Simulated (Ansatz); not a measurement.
System: NaI (rock salt type), 2 atoms in the cell.

```
Na I
1.0
     0.00000    3.26500    3.26500
     3.26500    0.00000    3.26500
     3.26500    3.26500    0.00000
Na I
1 1
Direct
  0.00000 0.00000 0.00000
  0.50000 0.50000 0.50000
```

Method: r²SCAN, plane waves, PAW datasets (generated hard set) in Ansatz 0.2.0 development build.

Cutoff 700 eV; k-mesh 6×6×6 Γ-centred; Fermi–Dirac smearing of 0.02 eV; no spin polarisation; no spin–orbit coupling.

Problem. How large is the gap on this mesh, is it direct, and where do the band edges lie (fractions of the reciprocal vectors of this cell)?

Solution. 4.35 eV, direct at (0.000, 0.000, 0.000).

Problem. List the levels near the gap at (0.000, 0.000, 0.000), (0.000, 0.000, 0.167), (0.000, 0.167, -0.500), (0.000, 0.167, -0.167), (0.000, 0.333, -0.500), in eV from the top of the valence band (v1 is the highest filled band, c1 the lowest empty one).

Solution. 
```
                     k      v4     v3     v2     v1    c1    c2    c3
 (0.000, 0.000, 0.000)  -11.28   0.00   0.00   0.00  4.35  8.54  8.54
 (0.000, 0.000, 0.167)  -11.21  -0.68  -0.07  -0.07  5.12  8.04  8.74
(0.000, 0.167, -0.500)  -10.96  -1.90  -0.64  -0.40  6.26  7.35  8.66
(0.000, 0.167, -0.167)  -11.11  -1.19  -0.46  -0.11  6.02  7.69  8.27
(0.000, 0.333, -0.500)  -10.92  -1.71  -0.93  -0.62  5.71  6.73  9.21
```

Spin–orbit coupling is left out; with heavy elements it can shift the gap and split levels by tenths of an eV. Potentials made with PBE were used with another functional. Semilocal functionals give gaps that mostly lie well below measured ones.
